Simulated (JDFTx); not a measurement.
# Hf (Fm-3m) in JDFTx: convergence with cutoff

Aim: find how far cutoff must go before the results for Hf settle, at PBEsol. This setting moves, with any that are tied to it; all else stays.

Program: JDFTx 1.7.0 (patched build). These are calculated values, not measurements. Logs are shortened: lines on timing, memory, paths and dates and some standing lists are left out, and cuts for length are marked. The log counts tension as positive stress, the text compression.

## (1) Starting point

It takes space group Fm-3m (No. 225, cubic). The conventional cell has a = 4.440 Å, b = 4.440 Å, c = 4.440 Å, α = 90.00°, β = 90.00°, γ = 90.00°. Around Hf (site symmetry m-3m) lie 12 Hf at 3.14 Å.

This isn't the form of Hf at room conditions, which is hcp.

## (2) With cutoff 326.537 eV

The input, Hf.in:

```
lattice \
    0.0000000000     4.1951919967     4.1951919967 \
    4.1951919967     0.0000000000     4.1951919967 \
    4.1951919967     4.1951919967     0.0000000000
coords-type Lattice
ion Hf     0.0000000000     0.0000000000     0.0000000000 1

ion-species pseudo/Hf.upf
elec-cutoff 12
elec-ex-corr gga-PBEsol
kpoint-folding 10 10 10
elec-smearing Fermi 0.0018374661
elec-n-bands 11
electronic-SCF nIterations 100 energyDiffThreshold 1e-09
electronic-minimize nIterations 30 energyDiffThreshold 1e-7
converge-empty-states yes
forces-output-coords Cartesian

dump-name run.$VAR
dump End Ecomponents EigStats BandEigs Kpoints Forces Stress
```

Potentials or basis: PseudoDojo-SR-PBEsol-0.4.1-standard.

Launch:

```bash
> jdftx -c 1 -i Hf.in -o Hf.out
```

Log:

```text
*************** JDFTx 1.7.0 (patched build) ***************

Input parsed successfully to the following command list (including defaults):
[... the input with its defaults ...]

---------- Setting up symmetries ----------

Found 48 point-group symmetries of the bravais lattice
Found 48 space-group symmetries with basis
Applied RMS atom displacement 0 bohrs to make symmetries exact.

---------- Initializing the Grid ----------
R =
[            0      4.19519      4.19519  ]
[      4.19519            0      4.19519  ]
[      4.19519      4.19519            0  ]
unit cell volume = 147.668
G =
[  -0.748856   0.748856   0.748856  ]
[   0.748856  -0.748856   0.748856  ]
[   0.748856   0.748856  -0.748856  ]
Minimum fftbox size, Smin = [  20  20  20  ]
Chosen fftbox size, S = [  20  20  20  ]

---------- Exchange Correlation functional ----------
Initalized PBEsol GGA exchange.
Initalized PBEsol GGA correlation.

---------- Setting up pseudopotentials ----------
Width of ionic core gaussian charges (only for fluid interactions / plotting) set to 0

Reading pseudopotential file 'pseudo/Hf.upf':
  'Hf' pseudopotential, 'PBESOL' functional
  Generated using ONCVPSP code by D. R. Hamann
  12 valence electrons, 4 orbitals, 8 projectors, 1001 radial grid points, with lMax = 3
    5S    l: 0   occupation:  2.0   eigenvalue: -2.463722
    5P    l: 1   occupation:  6.0   eigenvalue: -1.307898
    5D    l: 2   occupation:  2.0   eigenvalue: -0.099752
    6S    l: 0   occupation:  2.0   eigenvalue: -0.188562
  Core radius for overlap checks: 2.38 bohrs.

Initialized 1 species with 1 total atoms.

Folded 1 k-points by 10x10x10 to 1000 k-points.

---------- Setting up k-points, bands, fillings ----------
Reduced to 47 k-points under symmetry.
Computing the number of bands and number of electrons
Calculating initial fillings.
nElectrons:  12.000000   nBands: 11   nStates: 47

----- Setting up reduced wavefunction bases (one per k-point) -----
average nbasis = 293.181 , ideal nbasis = 293.192

---------- Setting up ewald sum ----------
Optimum gaussian width for ewald sums = 2.138721 bohr.
Real space sum over 2197 unit cells with max indices [  6  6  6  ]
Reciprocal space sum over 2197 terms with max indices [  6  6  6  ]

---------- Allocating electronic variables ----------
Initializing wave functions:  linear combination of atomic orbitals
Note: number of bands (11) exceeds available atomic orbitals (10)
Hf pseudo-atom occupations:   s ( 2 2 )  p ( 6 )  d ( 2 )
	FillingsUpdate:  mu: +0.558231697  nElectrons: 12.000000
LCAOMinimize: Iter:   0  F: -50.0126982969467022  |grad|_K:  1.433e-04  alpha:  1.000e+00
	FillingsUpdate:  mu: +0.558696209  nElectrons: 12.000000
LCAOMinimize: Iter:   1  F: -50.0127499028730824  |grad|_K:  4.667e-06  alpha:  8.828e-01  linmin:  4.643e-03  cgtest: -3.858e-02
	FillingsUpdate:  mu: +0.558692078  nElectrons: 12.000000
LCAOMinimize: Iter:   2  F: -50.0127499636488864  |grad|_K:  1.903e-07  alpha:  9.840e-01  linmin: -2.617e-03  cgtest:  7.859e-02
LCAOMinimize: Encountered beta<0, resetting CG.
	FillingsUpdate:  mu: +0.558691498  nElectrons: 12.000000
LCAOMinimize: Iter:   3  F: -50.0127499637392035  |grad|_K:  7.351e-09  alpha:  8.893e-01  linmin:  1.828e-03  cgtest: -3.710e-02
LCAOMinimize: Converged (|Delta F|<1.000000e-06 for 2 iters).

-------- Electronic minimization -----------
Will mix electronic density at each iteration.
	FillingsUpdate:  mu: +0.558691498  nElectrons: 12.000000
	FillingsUpdate:  mu: +0.544986920  nElectrons: 12.000000
SCF: Cycle:  0   F: -50.035952156961883   dF: -2.320e-02   |Residual|: 4.009e-02   |deigs|: 5.913e-02
	FillingsUpdate:  mu: +0.542005326  nElectrons: 12.000000
SCF: Cycle:  1   F: -50.036938788933824   dF: -9.866e-04   |Residual|: 1.992e-02   |deigs|: 9.677e-03
	FillingsUpdate:  mu: +0.539323571  nElectrons: 12.000000
SCF: Cycle:  2   F: -50.037195606563948   dF: -2.568e-04   |Residual|: 3.523e-03   |deigs|: 7.813e-03
	FillingsUpdate:  mu: +0.539658411  nElectrons: 12.000000
SCF: Cycle:  3   F: -50.037197378911209   dF: -1.772e-06   |Residual|: 1.118e-03   |deigs|: 1.193e-03
	FillingsUpdate:  mu: +0.539508938  nElectrons: 12.000000
SCF: Cycle:  4   F: -50.037198364006635   dF: -9.851e-07   |Residual|: 1.731e-04   |deigs|: 4.473e-04
	FillingsUpdate:  mu: +0.539480518  nElectrons: 12.000000
SCF: Cycle:  5   F: -50.037198346672469   dF: +1.733e-08   |Residual|: 2.646e-04   |deigs|: 1.314e-04
	FillingsUpdate:  mu: +0.539504139  nElectrons: 12.000000
SCF: Cycle:  6   F: -50.037198395910885   dF: -4.924e-08   |Residual|: 2.675e-05   |deigs|: 2.372e-04
	FillingsUpdate:  mu: +0.539504474  nElectrons: 12.000000
SCF: Cycle:  7   F: -50.037198396599010   dF: -6.881e-10   |Residual|: 2.252e-05   |deigs|: 5.245e-05
	FillingsUpdate:  mu: +0.539505041  nElectrons: 12.000000
SCF: Cycle:  8   F: -50.037198396834548   dF: -2.355e-10   |Residual|: 2.072e-05   |deigs|: 1.044e-05
SCF: Converged (|Delta E|<1.000000e-09 for 2 iters).

Setting wave functions to eigenvectors of Hamiltonian
Converging empty states (this may take a while): |deigs|: 3.441e-05

# Stress tensor in Cartesian coordinates [Eh/a0^3]:
[   0.00142642            0            0  ]
[            0   0.00142642            0  ]
[            0            0   0.00142642  ]

# Ionic positions in lattice coordinates:
ion Hf   0.000000000000000   0.000000000000000   0.000000000000000 1

# Forces in Cartesian coordinates:
force Hf  -0.000000000000000  -0.000000000000000   0.000000000000000 1

# Energy components:
   Eewald =      -39.3438571578921312
       EH =        6.9143548878058478
     Eloc =      -26.8788058434387871
      Enl =        2.8030002687561275
      Exc =      -14.1351596105783806
 Exc_core =        6.2477055907402894
       KE =       14.3559481379453935
-------------------------------------
     Etot =      -50.0368137266616344
       TS =        0.0003846701729104
-------------------------------------
        F =      -50.0371983968345475

IonicMinimize: Iter:   0  F: -50.037198396834548  |grad|_K:  0.000e+00
IonicMinimize: Converged (|grad|_K<1.000000e-04).

#--- Lowdin population analysis ---
# oxidation-state Hf +0.064

Dumping 'run.eigStats' ...
	eMin: -1.709925 at state 15 ( [ +0.000000 +0.200000 +0.200000 ] spin 0 )
	HOMO: +0.539413 at state 13 ( [ +0.000000 +0.100000 -0.200000 ] spin 0 )
	mu  : +0.539508
	LUMO: +0.543304 at state 36 ( [ +0.100000 +0.300000 +0.500000 ] spin 0 )
	eMax: +1.090191 at state 15 ( [ +0.000000 +0.200000 +0.200000 ] spin 0 )
	HOMO-LUMO gap: +0.003891
	Optical gap  : +0.017875 at state 20 ( [ +0.000000 +0.200000 -0.300000 ] spin 0 )
Done!
```

Run time: 3.5 s. Hardware: 1 thread of Arm Neoverse V2, shared host; peak memory 0.04 GiB.

Results:

```yaml
Free_energy: -1361.5815 eV
Pressure: -42.0 GPa
Band_gap_on_the_k_mesh: none (metal or under the smearing width)
```

## (3) With cutoff 380.959 eV

Changes to Hf.in since step 2:

```diff
@@ -8,3 +8,3 @@
 ion-species pseudo/Hf.upf
-elec-cutoff 12
+elec-cutoff 14
 elec-ex-corr gga-PBEsol
```

Potentials or basis: PseudoDojo-SR-PBEsol-0.4.1-standard.

Launch:

```bash
> jdftx -c 1 -i Hf.in -o Hf.out
```

Run time: 3.8 s. Hardware: 1 thread of Arm Neoverse V2, shared host; peak memory 0.04 GiB.

What came out:

```yaml
Free_energy: -1362.7209 eV
Pressure: -32.2 GPa
Band_gap_on_the_k_mesh: none (metal or under the smearing width)
```

## (4) With cutoff 462.594 eV

Changes to Hf.in since step 3:

```diff
@@ -8,3 +8,3 @@
 ion-species pseudo/Hf.upf
-elec-cutoff 14
+elec-cutoff 17
 elec-ex-corr gga-PBEsol
```

Launch:

```bash
> jdftx -c 1 -i Hf.in -o Hf.out
```

Wall time 10 s (1 thread of Arm Neoverse V2, shared host); peak memory 0.04 GiB.

Results:

| Quantity | Value |
| --- | --- |
| Free energy | -1363.6634 eV |
| Pressure | -17.5 GPa |
| Band gap on the k mesh | none (metal or under the smearing width) |

## (5) With cutoff 544.228 eV

Changes to Hf.in since step 4:

```diff
@@ -8,3 +8,3 @@
 ion-species pseudo/Hf.upf
-elec-cutoff 17
+elec-cutoff 20
 elec-ex-corr gga-PBEsol
```

Launch:

```bash
> jdftx -c 1 -i Hf.in -o Hf.out
```

Run time: 9.8 s. Hardware: 1 thread of Arm Neoverse V2, shared host; peak memory 0.05 GiB.

What came out:

| Quantity | Value |
| --- | --- |
| Free energy | -1364.0234 eV |
| Pressure | -7.5 GPa |
| Band gap on the k mesh | none (metal or under the smearing width) |

## (6) With cutoff 625.862 eV

Changes to Hf.in since step 5:

```diff
@@ -8,3 +8,3 @@
 ion-species pseudo/Hf.upf
-elec-cutoff 20
+elec-cutoff 23
 elec-ex-corr gga-PBEsol
```

Potentials or basis: PseudoDojo-SR-PBEsol-0.4.1-standard.

Launch:

```bash
> jdftx -c 1 -i Hf.in -o Hf.out
```

Run time: 15 s. Hardware: 1 thread of Arm Neoverse V2, shared host; peak memory 0.05 GiB.

Results:

| Item | Value |
| --- | --- |
| Free energy | -1364.1265 eV |
| Pressure | -3.0 GPa |
| Band gap on the k mesh | none (metal or under the smearing width) |

## (7) With cutoff 707.496 eV

Changes to Hf.in since step 6:

```diff
@@ -8,3 +8,3 @@
 ion-species pseudo/Hf.upf
-elec-cutoff 23
+elec-cutoff 26
 elec-ex-corr gga-PBEsol
```

Launch:

```bash
> jdftx -c 1 -i Hf.in -o Hf.out
```

It took 17 s on 1 thread of Arm Neoverse V2, shared host; peak memory 0.06 GiB.

The run converged. Its results:

```
Free energy            : -1364.1475 eV
Pressure               : -1.5 GPa
Band gap on the k mesh : none (metal or under the smearing width)
```

## (8) With cutoff 789.13 eV

Changes to Hf.in since step 7:

```diff
@@ -8,3 +8,3 @@
 ion-species pseudo/Hf.upf
-elec-cutoff 26
+elec-cutoff 29
 elec-ex-corr gga-PBEsol
```

Launch:

```bash
> jdftx -c 1 -i Hf.in -o Hf.out
```

Wall time 17 s (1 thread of Arm Neoverse V2, shared host); peak memory 0.07 GiB.

The run converged. Its results:

| Property | Result |
| --- | --- |
| Free energy | -1364.1497 eV |
| Pressure | -1.3 GPa |
| Band gap on the k mesh | none (metal or under the smearing width) |

## (9) With cutoff 897.976 eV

Changes to Hf.in since step 8:

```diff
@@ -8,3 +8,3 @@
 ion-species pseudo/Hf.upf
-elec-cutoff 29
+elec-cutoff 33
 elec-ex-corr gga-PBEsol
```

Potentials or basis: PseudoDojo-SR-PBEsol-0.4.1-standard.

Launch:

```bash
> jdftx -c 1 -i Hf.in -o Hf.out
```

It took 18 s on 1 thread of Arm Neoverse V2, shared host; peak memory 0.07 GiB.

It converged, with:

```
Free energy            : -1364.1499 eV
Pressure               : -1.3 GPa
Band gap on the k mesh : none (metal or under the smearing width)
```

## (10) With cutoff 1061.24 eV

Changes to Hf.in since step 9:

```diff
@@ -8,3 +8,3 @@
 ion-species pseudo/Hf.upf
-elec-cutoff 33
+elec-cutoff 39
 elec-ex-corr gga-PBEsol
```

Launch:

```bash
> jdftx -c 1 -i Hf.in -o Hf.out
```

Wall time 32 s (1 thread of Arm Neoverse V2, shared host); peak memory 0.09 GiB.

The run converged. Its results:

| Quantity | Value |
| --- | --- |
| Free energy | -1364.1503 eV |
| Pressure | -1.3 GPa |
| Band gap on the k mesh | none (metal or under the smearing width) |

## (11) Summary

| cutoff | energy less the tightest run, at zero smearing (meV/atom) | pressure (GPa) | SCF cycles | CPU time (s) | peak memory (GiB) |
| --- | --- | --- | --- | --- | --- |
| 326.537 eV | 2568.45 | -41.97 | 9 | 3.5 | 0.04 |
| 380.959 eV | 1429.18 | -32.16 | 9 | 3.8 | 0.04 |
| 462.594 eV | 486.80 | -17.46 | 14 | 10 | 0.04 |
| 544.228 eV | 126.83 | -7.49 | 11 | 9.8 | 0.05 |
| 625.862 eV | 23.71 | -2.98 | 11 | 15 | 0.05 |
| 707.496 eV | 2.79 | -1.53 | 12 | 17 | 0.06 |
| 789.13 eV | 0.58 | -1.30 | 12 | 17 | 0.07 |
| 897.976 eV | 0.33 | -1.30 | 12 | 18 | 0.07 |
| 1061.24 eV | 0.00 | -1.28 | 12 | 32 | 0.09 |

Against the tightest run, the energy stays within 1 meV/atom from 789.13 eV on; the pressure stays within 0.1 GPa from 789.13 eV on. The tightest run that finished is the yardstick and may itself not be fully converged.
